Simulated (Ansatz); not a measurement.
**LiF: stress in a strained cell**

Aim: deform LiF (equal xy, yz and zx engineering shear strains of +1 %) and compute stress, forces and field gradients with LAPW, PAW and all-electron datasets made for the crystal.

Method: DFT PBE, scalar-relativistic, in Ansatz 0.2.0.

### Step 1. Starting point

It takes space group Fm-3m (No. 225, cubic). Conventional cell: a = 4.028 Å, b = 4.028 Å, c = 4.028 Å, α = 90.00°, β = 90.00°, γ = 90.00°. Li (site symmetry m-3m) is surrounded by 6 F at 2.01 Å. F (site symmetry m-3m) is surrounded by 6 Li at 2.01 Å.

Coordinates:

```cif
data_structure
_symmetry_space_group_name_H-M 'Fm-3m'
_symmetry_Int_Tables_number 225
_cell_length_a 4.0280
_cell_length_b 4.0280
_cell_length_c 4.0280
_cell_angle_alpha 90.000
_cell_angle_beta 90.000
_cell_angle_gamma 90.000
_cell_volume 65.35
loop_
_atom_site_label
_atom_site_type_symbol
_atom_site_symmetry_multiplicity
_atom_site_Wyckoff_symbol
_atom_site_fract_x
_atom_site_fract_y
_atom_site_fract_z
_atom_site_occupancy
Li1 Li 4 a 0.00000 0.00000 0.00000 1
F1 F 4 b 0.50000 0.00000 0.00000 1
```

The file gives the conventional cell by its symmetry; the runs use the cell typed in the input.

Atoms are numbered in the order of the input: Li1, F2.

### Step 2. After the deformation

Space group Fm-3m before, R-3m after.

### Step 3. LAPW, all electrons

File input.yaml:

```yaml
crystal:
  lattice:
    - [0.02014, 2.02407, 2.02407]
    - [2.02407, 0.02014, 2.02407]
    - [2.02407, 2.02407, 0.02014]
  atoms:
    - { symbol: Li, position: [0.0, 0.0, 0.0] }
    - { symbol: F, position: [0.5, 0.5, 0.5] }
kpoints:
  mp_grid: { grid: [10, 10, 10] }
  band_path:
    path:
      - [0.0, 0.0, 0.0]
      - [0.5, 0.5, 0.5]
      - [0.247543133, 0.5, 0.752456867]
      - [-0.247543133, 0.247543133, 0.5]
      - [0.0, 0.0, 0.5]
      - [0.0, 0.0, 0.0]
      - [-0.3737715665, 0.0, 0.3737715665]
      - [0.0, 0.3737715665, 0.6262284335]
      - [0.0, 0.5, 0.5]
    npoints: 5
scf:
  occupations: { method: fermi_dirac, width: 0.03 }
hamiltonian:
  xc: pbe
  pseudopotentials: { kind: all_electron, lapw: { basis_error: 0.001 } }
output:
  forces: true
  stress: true
  eigenvalues: true
```

Launch:

```sh
$ ansatz run input.yaml --threads 1 --pin off --max-ram 3072MiB --backend cpu --events-out ev --progress --plain --runs-dir out
```

### Step 4. Frozen-core PAW

File input.yaml:

```yaml
crystal:
  lattice:
    - [0.02014, 2.02407, 2.02407]
    - [2.02407, 0.02014, 2.02407]
    - [2.02407, 2.02407, 0.02014]
  atoms:
    - { symbol: Li, position: [0.0, 0.0, 0.0] }
    - { symbol: F, position: [0.5, 0.5, 0.5] }
kpoints:
  mp_grid: { grid: [10, 10, 10] }
scf:
  occupations: { method: fermi_dirac, width: 0.03 }
hamiltonian:
  xc: pbe
  pseudopotentials: { kind: paw }
output:
  forces: true
  stress: true
  eigenvalues: true
  efg: { contact_densities: true }
```

### Step 5. All-electron PAW on datasets made for the crystal

Changes to input.yaml since step 4:

```diff
@@ -14,3 +14,3 @@
   xc: pbe
-  pseudopotentials: { kind: paw }
+  pseudopotentials: { kind: all_electron, datasets: crystal }
 output:
```

(Steps that only read results are left out.)

Before running it: what results should come out? Wanted: pressure; largest shear or deviatoric stress.

**Answer**, as computed:

```
                                 quantity                                           value
                                 pressure  LAPW 2.02, PAW 2.13, crystal datasets 2.02 GPa
largest shear or deviatoric stress (LAPW)                                        0.64 GPa
```

In words: The largest part of the stress beyond the pressure is 0.64 GPa in size; the atoms are carried along and not relaxed. No run of the undeformed cell stands beside it, so the pressure holds what the given cell had before the change. PAW: stress within 0.10 GPa of LAPW. Crystal datasets: stress within 0.01 GPa of LAPW.
